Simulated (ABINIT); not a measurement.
BAs: single point with PBE

Crystal: BAs.

```
B As
1.0
     2.93437    0.00000    0.00000
     0.00000    2.93437    0.00000
     0.00000    0.00000    2.93437
B As
1 1
Direct
  0.50000 0.50000 0.50000
  0.00000 0.00000 0.00000
```

The cell was built by a generator and needn't be a form met in nature.

```json
{
 "Program": "ABINIT 10.8.3 (patched build)",
 "Task": "single point",
 "Functional": "PBE",
 "Potentials or basis": "JTH PAW PBE v2.0",
 "Cutoff": "408 eV",
 "k mesh": "9 × 9 × 9",
 "Occupations": "fermi-dirac, width 0.05 eV",
 "Spin": "no spin polarisation"
}
```

```json
{
  "Pressure": "0.3 GPa",
  "Band gap on the k mesh": "none (metal or under the smearing width)",
  "Valence electrons inside the program's atomic spheres": "B 1.45; As 12.54"
}
```

Levels at points of the mesh, in eV from the Fermi level:
| k point | band 5 | band 6 | band 7 | band 8 | band 9 | band 10 | band 11 | band 12 | band 13 |
| --- | --- | --- | --- | --- | --- | --- | --- | --- | --- |
| (0.00, 0.00, 0.00) | -36.11 | -15.63 | -0.73 | -0.73 | -0.73 | -0.13 | 5.81 | 5.81 | 9.44 |

It took 7.2 s on 1 thread of Arm Neoverse V1, with other jobs on the host, peak memory 0.08 GiB.

Caveat: the highest band is partly filled, so the run has too few bands.
